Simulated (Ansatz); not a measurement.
# Sn (diamond) by several functionals

What experiment reports for this phase, and the runs try to reproduce:
- lattice constant a: 6.489 Å (cubic lattice constant; Cited experimental value used as DFT input; measurement temperature not given; quoted in “Unusual Valence State in the Antiperovskites Sr3SnO and Sr3PbO Revealed by X-ray Photoelectron Spectroscopy”, 2019, arxiv:1909.12270)

The calculated numbers come from the PAW code Ansatz. Calculated for a static, non-magnetic cell.

Structure: Sn (diamond), at its r2SCAN minimum. The symmetry is Fd-3m (No. 227, cubic); a = 6.569 Å in the conventional setting, 35.43 Å³ an atom. Sn has 4 Sn at 2.84 Å.

```
Sn
1.0
     0.00000    3.28446    3.28446
     3.28446    0.00000    3.28446
     3.28446    3.28446    0.00000
Sn
2
Direct
  0.00000 0.00000 0.00000
  0.25000 0.25000 0.25000
```

Relaxed lattice by functional, symmetry kept:

| functional | k mesh | a (Å) | volume (Å³/atom) |
| --- | --- | --- | --- |
| PBE | 6×6×6 | 6.658 | 36.90 |
| r2SCAN | 6×6×6 | 6.569 | 35.43 |

Band edges at fixed r2SCAN geometry:
```tsv
level	k mesh	gap (eV)	kind	edges	least direct gap (eV)
PBE	6×6×6	none (overlap 0.16)	–	–	–
PBE+SOC	6×6×6	none (overlap 0.38)	–	–	–
r2SCAN	6×6×6	0	–	–	–
```
All runs use a smearing of 0.02 eV.
Wave cutoffs: 420 eV, 500 eV (r2SCAN).

r2SCAN gives a gap of zero: filled and empty bands touch at Γ. PBE+SOC gives no gap: the lowest nominally empty band dips 0.38 eV below the top of the last filled one (its bottom at L, the top at Γ), so the cell is a metal or semimetal at this level.

No level opens a gap, but no hybrid is among them, and semilocal functionals can close a real gap.

Set against measured values:
- Lattice constant a, measured 6.489 Å: PBE 6.658 (+2.6 %), r2SCAN 6.569 (+1.2 %).
The calculated lattice is static; the measured one holds thermal expansion and zero-point motion. Reports marked as nanostructured, strained, doped, implanted or mixed samples, and transport gaps, were set aside.

Only the levels marked +SOC include spin-orbit coupling.
